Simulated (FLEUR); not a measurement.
# SiC (Moissanite 3C) (F-43m) in FLEUR: single point with PBEsol

Aim: the single point of SiC (Moissanite 3C) with PBEsol.

Everything below comes from runs of FLEUR MaX-R8.1 (later development tree). Logs are shortened: lines on timing, memory, paths and dates and some standing lists are left out, and cuts for length are marked.

**What was measured.**

“Insight into the structural, elastic and electronic properties of a new orthorhombic 6O-SiC polytype”, 2020, pmc:7200658 quotes, for a bulk crystal of SiC: band gap 2.4 eV (indirect).

The runs below are set against these values where they give the same quantity.

## 1. Starting point

Symmetry: F-43m, No. 216, cubic system. Conventional cell: a = 4.358 Å, b = 4.358 Å, c = 4.358 Å, α = 90.00°, β = 90.00°, γ = 90.00°. Si (site symmetry -43m) has 4 C at 1.89 Å as nearest neighbours. C (site symmetry -43m) has 4 Si at 1.89 Å as nearest neighbours.

## 2. Single point, PBEsol

The input, inp.xml:

```xml
<?xml version="1.0" encoding="UTF-8" standalone="no"?>
<fleurInput fleurInputVersion="0.39">
   <comment>
      SiC                                                                                                 
   </comment>
   <calculationSetup>
      <cutoffs Kmax="5.7" Gmax="17.7" GmaxXC="17.7" numbands="0"/>
      <scfLoop itmax="60" minDistance="0.00001" maxIterBroyd="15" imix="Anderson" alpha="0.05" precondParam="0.0" spinf="2.0" sdNocoIR="T"/>
      <coreElectrons ctail="T" frcor="F" kcrel="0" coretail_lmax="0"/>
      <xcFunctional name="PBEs" relativisticCorrections="F"/>
      <magnetism jspins="1"/>
      <soc l_soc="F" theta="0.0" phi="0.0" spav="F"/>
      <expertModes spex="0" secvar="F"/>
      <geometryOptimization l_f="F" forcealpha="1.0" forcemix="BFGS" epsdisp="0.00001" epsforce="0.00001"/>
      <ldaU l_linMix="F" mixParam="0.05" spinf="1.0"/>
   </calculationSetup>
   <cell>
      <bzIntegration valenceElectrons="16.0" mode="hist" fermiSmearingEnergy="0.00183747">
         <kPointListSelection listName="default-1"/>
         <!-- k-points included here -->
         <xi:include xmlns:xi="http://www.w3.org/2001/XInclude" href="kpts.xml"> </xi:include>
      </bzIntegration>
      <!-- symmetry operations included here -->
      <xi:include xmlns:xi="http://www.w3.org/2001/XInclude" href="sym.xml"> </xi:include>
      <bulkLattice scale="1.0">
         <bravaisMatrix>
            <row-1>    0.0000000000000000     4.1177132255033992     4.1177132255033992</row-1>
            <row-2>    4.1177132255033992     0.0000000000000000     4.1177132255033992</row-2>
            <row-3>    4.1177132255033992     4.1177132255033992     0.0000000000000000</row-3>
         </bravaisMatrix>
      </bulkLattice>
   </cell>
   <atomSpecies>
      <species name="Silicon (Si)" element="Si" atomicNumber="14">
         <mtSphere radius="1.72" gridPoints="585" logIncrement="0.019"/>
         <atomicCutoffs lmax="8" lnonsphr="8"/>
         <electronConfig flipSpins="F">
            <coreConfig>(1s1/2)</coreConfig>
            <valenceConfig>(2s1/2) (2p1/2) (2p3/2) (3s1/2) (3p1/2) (3p3/2)</valenceConfig>
            <stateOccupation state="(3p1/2)" spinUp="0.333333" spinDown="0.333333"/>
            <stateOccupation state="(3p3/2)" spinUp="0.666667" spinDown="0.666667"/>
         </electronConfig>
         <energyParameters s="3" p="3" d="3" f="4"/>
         <lo type="SCLO" l="0" n="2" eDeriv="0"/>
         <lo type="SCLO" l="1" n="2" eDeriv="0"/>
         <lo type="SCLO" l="2" n="3" eDeriv="2"/>
         <lo type="SCLO" l="3" n="4" eDeriv="2"/>
      </species>
      <species name="Carbon (C)" element="C" atomicNumber="6">
         <mtSphere radius="1.49" gridPoints="507" logIncrement="0.02"/>
         <atomicCutoffs lmax="8" lnonsphr="8"/>
         <electronConfig flipSpins="F">
            <coreConfig>(1s1/2)</coreConfig>
            <valenceConfig>(2s1/2) (2p1/2) (2p3/2)</valenceConfig>
            <stateOccupation state="(2p1/2)" spinUp="0.333333" spinDown="0.333333"/>
            <stateOccupation state="(2p3/2)" spinUp="0.666667" spinDown="0.666667"/>
         </electronConfig>
         <energyParameters s="2" p="2" d="3" f="4"/>
         <lo type="SCLO" l="0" n="2" eDeriv="2"/>
         <lo type="SCLO" l="1" n="2" eDeriv="2"/>
         <lo type="SCLO" l="2" n="3" eDeriv="2"/>
      </species>
   </atomSpecies>
   <atomGroups>
      <atomGroup species="Silicon (Si)">
         <relPos label="                   1">.0000000000 .0000000000 .0000000000</relPos>
         <force calculate="T" relaxXYZ="TTT"/>
      </atomGroup>
      <atomGroup species="Carbon (C)">
         <relPos label="                   2">-1.000/4.000 -1.000/4.000 -1.000/4.000</relPos>
         <force calculate="T" relaxXYZ="TTT"/>
      </atomGroup>
   </atomGroups>
   <output dos="F" band="F" slice="F">
      <checks vchk="F" cdinf="F"/>
      <bandDOS minEnergy="-.5*Htr" maxEnergy="0.5*Htr" sigma="0.015" storeEVData="T"/>
      <vacuumDOS vacdos="F" integ="F" star="F" nstars="0" locx1="0.0" locy1="0.0" locx2="0.0" locy2="0.0" nstm="0" tworkf="0.0"/>
      <unfoldingBand unfoldBand="F" supercellX="1" supercellY="1" supercellZ="1"/>
      <plotting iplot="0" polar="F">
         <plot TwoD="T" vec1="  1.0  0.0  0.0" vec2="  0.0  1.0  0.0" vec3="  0.0  0.0  1.0" zero="  0.0  0.0  0.0" file="plot"/>
      </plotting>
      <chargeDensitySlicing numkpt="0" minEigenval="0.0" maxEigenval="0.0" nnne="0" pallst="F"/>
      <specialOutput eonly="F"/>
      <moessbauerParams electricFieldGradient="T" isomerShift="T" coreHyperfine="T" valenceHyperfine="T"/>
      <magneticCircularDichroism mcd="F" energyLo="-10.0" energyUp="0.0"/>
   </output>
  <!-- We include the file relax.xml here to enable relaxations (see documentation) -->
  <xi:include xmlns:xi="http://www.w3.org/2001/XInclude" href="relax.xml"> <xi:fallback/> </xi:include>
</fleurInput>
```

The input, crystal.txt:

```
SiC
&input cartesian=F /
0.0000000000  2.1790000000  2.1790000000
2.1790000000  0.0000000000  2.1790000000
2.1790000000  2.1790000000  0.0000000000
1.8897261246
1.0 1.0 1.0

2
14 0.0000000000  0.0000000000  0.0000000000
6 0.7500000000  0.7500000000  0.7500000000

&kpt div1=10 div2=10 div3=10 gamma=T /
```

Potentials or basis: all-electron, FLAPW.

The run is started by

```console
$ inpgen -f crystal.txt -profile fastHighL
$ # inp.xml edited to the form shown
$ fleur_MPI
```

Output:

```text
Welcome to FLEUR        (www.flapw.de)
      MaX-Release 8.1          (www.max-centre.eu)

 ========== k-point set info ==========
 Selected k-point list: default-1
 k-point list type: mesh
 10 x 10 x 10
 Number of k points: 47

 ------------Calculation Setup---------------------------
 Number of MPI-tasks      :            1
 Number of PE/node        :            1
 Number of OMP-threads    :            1
 Most efficient MPI parallelization for:
           1          47
 Additional eigenvalue parallelization possible
 Number of basis functions:          504
 Approximate size of matrices (H+S) per k-point:         0.008 GB
 --------------------------------------------------------
Nuclear radius smaller than smallest radial mesh point for atom type 2 -- skipping its core isomer shift
Nuclear radius smaller than smallest radial mesh point for atom type 2 -- skipping its isomer shift
 Iteration:     1   Distance:      23.74632452 me/bohr^3
Nuclear radius smaller than smallest radial mesh point for atom type 2 -- skipping its core isomer shift
Nuclear radius smaller than smallest radial mesh point for atom type 2 -- skipping its isomer shift
 Iteration:     2   Distance:      21.17501861 me/bohr^3
Nuclear radius smaller than smallest radial mesh point for atom type 2 -- skipping its core isomer shift
Nuclear radius smaller than smallest radial mesh point for atom type 2 -- skipping its isomer shift
 Iteration:     3   Distance:       7.92140090 me/bohr^3
Nuclear radius smaller than smallest radial mesh point for atom type 2 -- skipping its core isomer shift
Nuclear radius smaller than smallest radial mesh point for atom type 2 -- skipping its isomer shift
 Iteration:     4   Distance:       4.54541725 me/bohr^3
Nuclear radius smaller than smallest radial mesh point for atom type 2 -- skipping its core isomer shift
Nuclear radius smaller than smallest radial mesh point for atom type 2 -- skipping its isomer shift
 Iteration:     5   Distance:       0.93702965 me/bohr^3
Nuclear radius smaller than smallest radial mesh point for atom type 2 -- skipping its core isomer shift
Nuclear radius smaller than smallest radial mesh point for atom type 2 -- skipping its isomer shift
 Iteration:     6   Distance:       0.17366542 me/bohr^3
Nuclear radius smaller than smallest radial mesh point for atom type 2 -- skipping its core isomer shift
Nuclear radius smaller than smallest radial mesh point for atom type 2 -- skipping its isomer shift
 Iteration:     7   Distance:       0.14551517 me/bohr^3
Nuclear radius smaller than smallest radial mesh point for atom type 2 -- skipping its core isomer shift
Nuclear radius smaller than smallest radial mesh point for atom type 2 -- skipping its isomer shift
 Iteration:     8   Distance:       0.01954941 me/bohr^3
Nuclear radius smaller than smallest radial mesh point for atom type 2 -- skipping its core isomer shift
Nuclear radius smaller than smallest radial mesh point for atom type 2 -- skipping its isomer shift
 Iteration:     9   Distance:       0.01001579 me/bohr^3
Nuclear radius smaller than smallest radial mesh point for atom type 2 -- skipping its core isomer shift
Nuclear radius smaller than smallest radial mesh point for atom type 2 -- skipping its isomer shift
 Iteration:    10   Distance:       0.00277917 me/bohr^3
Nuclear radius smaller than smallest radial mesh point for atom type 2 -- skipping its core isomer shift
Nuclear radius smaller than smallest radial mesh point for atom type 2 -- skipping its isomer shift
 Iteration:    11   Distance:       0.00269570 me/bohr^3
Nuclear radius smaller than smallest radial mesh point for atom type 2 -- skipping its core isomer shift
Nuclear radius smaller than smallest radial mesh point for atom type 2 -- skipping its isomer shift
 Iteration:    12   Distance:       0.00005540 me/bohr^3
Nuclear radius smaller than smallest radial mesh point for atom type 2 -- skipping its core isomer shift
Nuclear radius smaller than smallest radial mesh point for atom type 2 -- skipping its isomer shift
 Iteration:    13   Distance:       0.00000799 me/bohr^3

 ********************************************************************
 Run finished successfully
 Stop message:
   all done
 ********************************************************************
```

It took 92 s on 1 thread of Arm Neoverse V2, shared host; peak memory 0.06 GiB.

What came out:

* Free energy: -8911.1085 eV
* Band gap on the k mesh: 1.24 eV, indirect (least direct gap 4.45 eV)
* Valence electrons inside the program's atomic spheres: Si 9.16; C 2.50 (radii Si 1.72, C 1.49 bohr)

Core levels (eV from the Fermi level):
```csv
atom,levels
1 Si,1s1/2 -1775.7
2 C,1s1/2 -262.2
```

## 3. How close it comes

Step 2. Measured gap of SiC: 2.4 eV (indirect; quoted in “Insight into the structural, elastic and electronic properties of a new orthorhombic 6O-SiC polytype”, 2020, pmc:7200658). This calculation gives 1.24 eV (-1.16 eV). The value is that of PBEsol on a finite k mesh, which can miss the band edges, without temperature or zero-point motion. Semilocal functionals fall short of measured gaps as a rule.
